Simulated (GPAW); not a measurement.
Runs of GPAW 26.7.0 on HfB2. It takes space group P6/mmm (No. 191, hexagonal). The conventional cell has a = 3.140 Å, b = 3.140 Å, c = 3.480 Å, α = 90.00°, β = 90.00°, γ = 120.00°. Hf (site symmetry 6/mmm) has 12 B at 2.51 Å as nearest neighbours. B (site symmetry -6m2) is surrounded by 3 B at 1.81 Å. 

```tsv
task	level	potentials or basis	k mesh	smearing	band path	band points	gap on the mesh (eV)	pressure (GPa)
single point	PBE	GPAW PAW data sets (gpaw-data 1.2.1), pw	10 × 10 × 8	gaussian 0.015 eV	-	-	none	2.1
single point	PBEsol+D4	PAW data sets generated in the run's folder for this functional, pw	10 × 10 × 8	fermi-dirac 0.1 eV	-	-	none	(a)
single point	PBE	GPAW PAW data sets (gpaw-data 1.2.1), pw	10 × 10 × 8	gaussian 0.018 eV	-	-	none	2.1
single point	PBE	GPAW PAW data sets (gpaw-data 1.2.1), pw	10 × 10 × 8	gaussian 0.014 eV	-	-	none	2.1
single point	PBE	GPAW PAW data sets (gpaw-data 1.2.1), pw	10 × 10 × 8	gaussian 0.017 eV	-	-	none	2.1
single point	PBE	GPAW PAW data sets (gpaw-data 1.2.1), pw	10 × 10 × 8	gaussian 0.02 eV	-	-	none	2.1
single point	PBE	GPAW PAW data sets (gpaw-data 1.2.1), pw	10 × 10 × 8	gaussian 0.027 eV	-	-	none	2.1
band structure	revPBE	the program's PAW data sets (release 1.2.1) made for this functional, pw	10 × 10 × 8	fermi-dirac 0.05 eV	GMKGALHA,LM,KH	60	-	5.5
single point	PBE	GPAW PAW data sets (gpaw-data 1.2.1), pw	10 × 10 × 8	gaussian 0.013 eV	-	-	none	2.1
single point	PBEsol	PAW data sets generated in the run's folder for this functional, pw	10 × 10 × 8	fermi-dirac 0.05 eV	-	-	none	-3.5
single point	PBE	GPAW PAW data sets (gpaw-data 1.2.1), pw	10 × 10 × 8	gaussian 0.026 eV	-	-	none	2.1
```

Alike in all rows: no spin polarisation; cell as given; cutoff (eV) 800.

Fill in the values left out.

(a) -6.7.

Caveats: pairwise dispersion overbinds metals, which lowers pressure and volume (some runs).

A k mesh can miss the band edges, and the runs leave out spin-orbit coupling on Hf.

A gap of «none» marks a metal or a gap under the smearing width.

Not every run made on this cell is shown here.
